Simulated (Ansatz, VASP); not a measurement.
Zr in VASP and in Ansatz

```
Zr
1.0
     0.00000    2.23195    2.23195
     2.23195    0.00000    2.23195
     2.23195    2.23195    0.00000
Zr
1
Direct
  0.00000 0.00000 0.00000
```

Alike in both runs: functional PBEsol; k mesh 12 × 12 × 12; occupations fermi-dirac, width 0.1 eV; no spin polarisation.

Ansatz relaxed the structure, and its values are those at the end. VASP's run is a single point on that final structure, the one shown.

|  | VASP | Ansatz |
| --- | --- | --- |
| version | VASP 6.6.1 | Ansatz 0.2.0 |
| potentials or method | VASP PAW PBE potentials, release 64 (Zr_sv) | plane waves (420 eV) with PAW, scalar-relativistic |
| plane-wave cutoff (eV) | 520 | 420 |
| valence electrons in the cell | 12 | 12 |

VASP gave:

| Item | Value |
| --- | --- |
| pressure (GPa) | 0.1 |

Task: What did Ansatz give for the same quantities?

Result: Pressure (GPa): 0.0.

The functional is the same, so the differences come from potentials, cutoffs and numerics. Ansatz warned: «pseudo_functional_mismatch».

Caveats: the PAW data sets were made with another functional, which shifts forces and pressure a little (VASP).
